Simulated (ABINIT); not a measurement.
# Al (Fm-3m) in ABINIT: notebook

Aim: see how the results for Al move with the level of theory and the settings. Levels: PBE+D3(BJ), WC, BLYP. Tasks: equation of state, band structure.

Program: ABINIT 10.8.3 (patched build). These are calculated values, not measurements. Logs are shortened: lines on timing, memory, paths and dates and some standing lists are left out, and cuts for length are marked. The log counts tension as positive stress, the text compression.

**The experiment to reproduce.**

From “The interpretation of polycrystalline coherent inelastic neutron scattering from aluminium”, 2013, pmc:3831299, for a bulk crystal of Al: bulk modulus 76.9 GPa.

How close the calculation comes is told below.

**1. Starting point**

Symmetry: Fm-3m, No. 225, cubic system. Conventional cell: a = 4.050 Å, b = 4.050 Å, c = 4.050 Å, α = 90.00°, β = 90.00°, γ = 90.00°. Al (site symmetry m-3m) is surrounded by 12 Al at 2.86 Å.

**2. Equation of state, PBE+D3(BJ)**

run.py reads:

```python
import json, os
import numpy as np
from ase.eos import EquationOfState
from ase.units import GPa
from ase.calculators.abinit import Abinit, AbinitProfile
from ase.io import read

atoms = read('Al.cif')

profile = AbinitProfile(command='abinit', pp_paths=[os.path.abspath('pseudos')])
params = dict(
    pps='pawxml', xc='PBE',
    ecut=707.496,
    pawecutdg=1306.1465,
    kptopt=1,
    ngkpt=[11, 11, 11],
    nshiftk=1,
    shiftk=[0.0, 0.0, 0.0],
    ixc=11,
    vdw_xc=7,
    nband=6,
    occopt=4,
    tsmear=0.1,
    nstep=100,
    tolvrs=1e-09,
    prtwf=0,
    prtden=0,
)

cell0 = atoms.cell.copy()
volumes, energies = [], []
for i, x in enumerate([0.94, 0.96, 0.98, 1.0, 1.02, 1.04, 1.06]):
    atoms.set_cell(cell0 * x ** (1 / 3), scale_atoms=True)
    atoms.calc = Abinit(profile=profile, directory=f'v{i}', **params)
    volumes.append(atoms.get_volume() / len(atoms))
    energies.append(atoms.get_potential_energy(force_consistent=True) / len(atoms))
    print(f'{x:5.2f} {volumes[-1]:10.5f} A^3/atom {energies[-1]:14.6f} eV/atom', flush=True)
    json.dump(dict(volumes=volumes, energies=energies), open('results.json', 'w'))
v0, e0, b0 = EquationOfState(volumes, energies, eos='sjeos').fit()
print(f'V0 {v0:.4f} A^3/atom  E0 {e0:.6f} eV/atom  B0 {b0 / GPa:.2f} GPa')
```

Al.cif reads:

```cif
data_Al
_cell_length_a 2.86350669
_cell_length_b 2.86350669
_cell_length_c 2.86350669
_cell_angle_alpha 60.00000000
_cell_angle_beta 60.00000000
_cell_angle_gamma 60.00000000
_space_group_name_H-M_alt 'P1'
_space_group_name_Hall 'P 1'
_space_group_IT_number 1
loop_
_space_group_symop_operation_xyz
'x,y,z'
loop_
_atom_site_label
_atom_site_type_symbol
_atom_site_symmetry_multiplicity
_atom_site_Wyckoff_symbol
_atom_site_fract_x
_atom_site_fract_y
_atom_site_fract_z
_atom_site_occupancy
Al1 Al 1 a 0.0000000000 0.0000000000 0.0000000000 1
```

Potentials or basis: JTH PAW PBE v2.0.

Started as:

```
python run.py
```

Log:

```text
0.94   15.60657 A^3/atom     -57.636098 eV/atom
 0.96   15.93862 A^3/atom     -57.636531 eV/atom
 0.98   16.27068 A^3/atom     -57.633227 eV/atom
 1.00   16.60273 A^3/atom     -57.626708 eV/atom
 1.02   16.93479 A^3/atom     -57.617288 eV/atom
 1.04   17.26684 A^3/atom     -57.605314 eV/atom
 1.06   17.59890 A^3/atom     -57.590995 eV/atom
V0 15.8053 A^3/atom  E0 -57.636810 eV/atom  B0 88.05 GPa
```

abinit.in:

```text
ecut 707.496 eV
ixc 11
kptopt 1
natom 1
nband 6
ngkpt
11 11 11
nshiftk 1
nsppol 1
nstep 100
occopt 4
pawecutdg 1306.1465 eV
prtden 0
prtwf 0
shiftk
0.0 0.0 0.0
tolvrs 1e-09
tsmear 0.1 eV
vdw_xc 7
#Definition of the unit cell
acell
1.00000000000000 1.00000000000000 1.00000000000000 Angstrom
rprim
2.91966813821580 0.00000000000000 0.00000000000000
1.45983406910790 2.52850677831490 0.00000000000000
1.45983406910790 0.84283559277163 2.38389905229682
chkprim 0 # Allow non-primitive cells
#Definition of the atom types
ntypat 1
znucl 13
#Enumerate different atomic species
typat
 1
pseudos "./pseudos/Al.GGA_PBE-JTH.xml"
#Definition of the atoms
xcart
0.00000000000000 0.00000000000000 0.00000000000000
chkexit 1 # abinit.exit file in the running directory terminates after the current SCF
```

abinit.abo:

```text
.Version 10.8.3 of ABINIT
 Symmetries : space group Fm -3 m (#225); Bravais cF (face-center cubic)
================================================================================
 Values of the parameters that define the memory need of the present run
     intxc =       0    ionmov =       0      iscf =      17    lmnmax =       8
     lnmax =       4     mgfft =      27  mpssoang =       2    mqgrid =    3001
     natom =       1  nloc_mem =       2    nspden =       1   nspinor =       1
    nsppol =       1      nsym =      48    n1xccc =       1    ntypat =       1
    occopt =       4   xclevel =       2
       mpw =         766          nfft =       19683          nkpt =          56
 PAW method is used; the additional fine FFT grid is defined by:
   mgfftf=        36    nfftf =     46656
================================================================================
================================================================================

--------------------------------------------------------------------------------
------------- Echo of variables that govern the present computation ------------
--------------------------------------------------------------------------------
 -outvars: echo values of preprocessed input variables --------
            acell      1.8897261259E+00  1.8897261259E+00  1.8897261259E+00 Bohr
              amu      2.69815390E+01
          chkexit           1
          chkprim           0
             ecut      2.59999984E+01 Hartree
                       outvar_i_n : Printing only first  50 k-points.
              ixc          11
                       outvar_i_n : Printing only first  50 k-points.
         kptrlatt       11    0    0      0   11    0      0    0   11
          kptrlen      6.06911048E+01
            natom           1
            nband           6
            ngfft          27      27      27
          ngfftdg          36      36      36
             nkpt          56
            nstep         100
             nsym          48
           ntypat           1
                       prtocc : prtvol=0, do not print more k-points.
           occopt           4
        pawecutdg      4.79999985E+01 Hartree
         pawxcdev           0
           prtden           0
            prtwf           0
            rprim      2.9196681382E+00  0.0000000000E+00  0.0000000000E+00
                       1.4598340691E+00  2.5285067783E+00  0.0000000000E+00
                       1.4598340691E+00  8.4283559277E-01  2.3838990523E+00
          spgroup         225
           tolvrs      1.00000000E-09
           tsmear      3.67493222E-03 Hartree
            typat      1
           useylm           1
           vdw_xc           7
                       outvars : Printing only first  50 k-points.
            znucl       13.00000

================================================================================

 chkinp: Checking input parameters for consistency.

================================================================================
== DATASET  1 ==================================================================

--- !DatasetInfo
iteration_state: {dtset: 1, }
dimensions: {natom: 1, nkpt: 56, mband: 6, nsppol: 1, nspinor: 1, nspden: 1, mpw: 766, }
cutoff_energies: {ecut:  26.0, pawecutdg:  48.0, }
electrons: {nelect:   3.00000000E+00, charge:   0.00000000E+00, occopt:   4.00000000E+00, tsmear:   3.67493222E-03, }
meta: {optdriver: 0, ionmov: 0, optcell: 0, iscf: 17, paral_kgb: 0, }
...

 Exchange-correlation functional for the present dataset will be:
  GGA: Perdew-Burke-Ernzerhof functional - ixc=11
  J.P.Perdew, K.Burke, M.Ernzerhof, PRL 77, 3865 (1996)

 Real(R)+Recip(G) space primitive vectors, cartesian coordinates (Bohr,Bohr^-1):
 R(1)=  5.5173732  0.0000000  0.0000000  G(1)=  0.1812457 -0.1046422 -0.0739932
 R(2)=  2.7586866  4.7781853  0.0000000  G(2)=  0.0000000  0.2092845 -0.0739932
 R(3)=  2.7586866  1.5927284  4.5049163  G(3)=  0.0000000  0.0000000  0.2219797
 Unit cell volume ucvol=  1.1876325E+02 bohr^3
 Angles (23,13,12)=  6.00000000E+01  6.00000000E+01  6.00000000E+01 degrees

 Coarse grid specifications (used for wave-functions):

 getcut: wavevector=  0.0000  0.0000  0.0000  ngfft=  27  27  27
         ecut(hartree)=     26.000   => boxcut(ratio)=   2.05604

 Fine grid specifications (used for densities):

 getcut: wavevector=  0.0000  0.0000  0.0000  ngfft=  36  36  36
         ecut(hartree)=     48.000   => boxcut(ratio)=   2.09211

--- Pseudopotential description ------------------------------------------------
- pspini: atom type   1  psp file is <dir>
 Pseudopotential format is: paw10
 basis_size (lnmax)=  4 (lmn_size=  8), orbitals=   0   0   1   1
 Spheres core radius: rc_sph= 1.90363307
 Shapefunction is SIN type: shapef(r)=[sin(pi*r/rshp)/(pi*r/rshp)]**2
 Radius for shape functions =  1.60786206
 Compensation charge density is not taken into account in XC energy/potential

  -1.09563711E+01                                ecore*ucvol(ha*bohr**3)
--------------------------------------------------------------------------------

================================================================================

--- !BeginCycle
iteration_state: {dtset: 1, }
solver: {iscf: 17, nstep: 100, nline: 4, wfoptalg: 10, }
tolerances: {tolvrs: 1.00E-09, }
...

     iter   Etot(hartree)      deltaE(h)  residm     nres2
 ETOT  1  -2.1097964105039    -2.110E+00 7.872E-02 4.899E-01
 ETOT  2  -2.1165665198640    -6.770E-03 7.775E-03 7.791E-02
 ETOT  3  -2.1164229259298     1.436E-04 5.741E-04 1.629E-03
 ETOT  4  -2.1164158288319     7.097E-06 2.216E-04 4.878E-05
 ETOT  5  -2.1164158451626    -1.633E-08 3.056E-04 1.419E-07
 ETOT  6  -2.1164158440529     1.110E-09 1.709E-04 3.420E-09
 ETOT  7  -2.1164158440258     2.714E-11 2.073E-04 1.881E-10

 At SCF step    7       nres2   =  1.88E-10 < tolvrs=  1.00E-09 =>converged.

 Cartesian components of stress tensor (hartree/bohr^3)
  sigma(1 1)=  2.52664451E-04  sigma(3 2)=  0.00000000E+00
  sigma(2 2)=  2.52664451E-04  sigma(3 1)=  0.00000000E+00
  sigma(3 3)=  2.52664451E-04  sigma(2 1)=  0.00000000E+00

--- !ResultsGS
iteration_state: {dtset: 1, }
comment   : Summary of ground state results
lattice_vectors:
- [  5.5173732,   0.0000000,   0.0000000, ]
- [  2.7586866,   4.7781853,   0.0000000, ]
- [  2.7586866,   1.5927284,   4.5049163, ]
lattice_lengths: [   5.51737,    5.51737,    5.51737, ]
lattice_angles: [ 60.000,  60.000,  60.000, ] # degrees, (23, 13, 12)
lattice_volume:   1.1876325E+02
convergence: {deltae:  2.714E-11, res2:  1.881E-10, residm:  2.073E-04, diffor: null, }
etotal    :  -2.11641584E+00
entropy   :   0.00000000E+00
fermie    :   2.99593806E-01
cartesian_stress_tensor: # hartree/bohr^3
- [  2.52664451E-04,   0.00000000E+00,   0.00000000E+00, ]
- [  0.00000000E+00,   2.52664451E-04,   0.00000000E+00, ]
- [  0.00000000E+00,   0.00000000E+00,   2.52664451E-04, ]
pressure_GPa:  -7.4336E+00
xred      :
- [  0.0000E+00,   0.0000E+00,   0.0000E+00, Al]
cartesian_forces: # hartree/bohr
- [ -0.00000000E+00,  -0.00000000E+00,  -0.00000000E+00, ]
force_length_stats: {min:   0.00000000E+00, max:   0.00000000E+00, mean:   0.00000000E+00, }
...

 Integrated electronic density in atomic spheres:
 ------------------------------------------------
 Atom  Sphere_radius  Integrated_density
    1        1.90363          0.72005279

================================================================================

 ----iterations are completed or convergence reached----

 Mean square residual over all n,k,spin=   12.369E-07; max=  20.731E-05
 reduced coordinates (array xred) for    1 atoms
       0.000000000000      0.000000000000      0.000000000000
 rms dE/dt=  0.0000E+00; max dE/dt=  0.0000E+00; dE/dt below (all hartree)
    1       0.000000000000      0.000000000000      0.000000000000

 cartesian coordinates (angstrom) at end:
    1      0.00000000000000     0.00000000000000     0.00000000000000

 cartesian forces (hartree/bohr) at end:
    1     -0.00000000000000    -0.00000000000000    -0.00000000000000
 frms,max,avg= 0.0000000E+00 0.0000000E+00   0.000E+00  0.000E+00  0.000E+00 h/b

 cartesian forces (eV/Angstrom) at end:
    1     -0.00000000000000    -0.00000000000000    -0.00000000000000
 frms,max,avg= 0.0000000E+00 0.0000000E+00   0.000E+00  0.000E+00  0.000E+00 e/A
 length scales=  1.889726125908  1.889726125908  1.889726125908 bohr
              =  1.000000000000  1.000000000000  1.000000000000 angstroms
 Fermi (or HOMO) energy (hartree) =   0.29959   Average Vxc (hartree)=  -0.35592
 Eigenvalues (hartree) for nkpt=  56  k points:
 kpt#   1, nband=  6, wtk=  0.00075, kpt=  0.0000  0.0000  0.0000 (reduced coord)
  -0.09474    0.74922    0.74922    0.74922    0.78599    0.78599
      occupation numbers for kpt#   1
   2.00000    0.00000    0.00000    0.00000    0.00000    0.00000
 prteigrs : prtvol=0 or 1, do not print more k-points.

--- !EnergyTerms
iteration_state     : {dtset: 1, }
comment             : Components of total free energy in Hartree
kinetic             :  7.94470351118553E-01
hartree             :  3.89095636810805E-03
xc                  : -1.05471685075419E+00
Ewald energy        : -2.64418254174514E+00
psp_core            : -9.22538838736718E-02
local_psp           :  2.45014550974880E-01
PAW spherical_terms :  6.42962616683406E-01
VdWaals_dft_d       : -1.15609530948658E-02
internal            : -2.11637575432291E+00
'-kT*entropy'       : -5.42749328409512E-05
total_energy        : -2.11643002925576E+00
total_energy_eV     : -5.75909949886712E+01
...

--- !EnergyTermsDC
iteration_state     : {dtset: 1, }
comment             : '"Double-counting" decomposition of free energy'
band_energy         :  4.26350284453754E-01
Ewald energy        : -2.64418254174514E+00
psp_core            : -9.22538838736718E-02
xc_dc               :  2.38229377841606E-02
PAW spherical_terms :  1.81462587382842E-01
VdWaals_dft_d       : -1.15609530948658E-02
internal            : -2.11636156909292E+00
'-kT*entropy'       : -5.42749328409512E-05
total_energy_dc     : -2.11641584402576E+00
total_energy_dc_eV  : -5.75906089888988E+01
...

--- !EnergyTermsWithPAWCore
iteration_state     : {dtset: 1, }
comment             : 'Components of total free energy, including PAW core contributions'
Total energy        : -2.42833591992335E+02
Total energy DC     : -2.42833577807105E+02
Total energy (eV)   : -6.60783866520238E+03
Total energy DC (eV): -6.60783827920261E+03
...

 Cartesian components of stress tensor (hartree/bohr^3)
  sigma(1 1)=  2.52664451E-04  sigma(3 2)=  0.00000000E+00
  sigma(2 2)=  2.52664451E-04  sigma(3 1)=  0.00000000E+00
  sigma(3 3)=  2.52664451E-04  sigma(2 1)=  0.00000000E+00

-Cartesian components of stress tensor (GPa)         [Pressure= -7.4336E+00 GPa]
- sigma(1 1)=  7.43364478E+00  sigma(3 2)=  0.00000000E+00
- sigma(2 2)=  7.43364478E+00  sigma(3 1)=  0.00000000E+00
- sigma(3 3)=  7.43364478E+00  sigma(2 1)=  0.00000000E+00

== END DATASET(S) ==============================================================
================================================================================

 -outvars: echo values of variables after computation  --------
            acell      1.8897261259E+00  1.8897261259E+00  1.8897261259E+00 Bohr
           etotal     -2.1164158440E+00
            fcart     -0.0000000000E+00 -0.0000000000E+00 -0.0000000000E+00
            rprim      2.9196681382E+00  0.0000000000E+00  0.0000000000E+00
                       1.4598340691E+00  2.5285067783E+00  0.0000000000E+00
                       1.4598340691E+00  8.4283559277E-01  2.3838990523E+00
           strten      2.5266445052E-04  2.5266445052E-04  2.5266445052E-04
                       0.0000000000E+00  0.0000000000E+00  0.0000000000E+00
 Calculation completed.
```

Wall time 28 s (1 thread of INTEL XEON PLATINUM 8581C at 2.30GHz (Emerald Rapids), shared host); peak memory 0.11 GiB.

Results:

```
Equilibrium volume                      : 15.81 Å³/atom
Bulk modulus                            : 88 GPa
Pressure derivative of the bulk modulus : 4.6 (rough: it moves with the points fitted)
```

Energy against volume, from the lowest point:
```
volume (Å³/atom)  energy (meV/atom)
          15.607               0.43
          15.939               0.00
          16.271               3.30
          16.603               9.82
          16.935              19.24
          17.267              31.22
          17.599              45.54
```

Caveat: pressures at fixed basis lie under the slope of the energies; the log and the count of SCF iterations are those of the last ABINIT call alone.

(Part 1 of 2 ends here.)
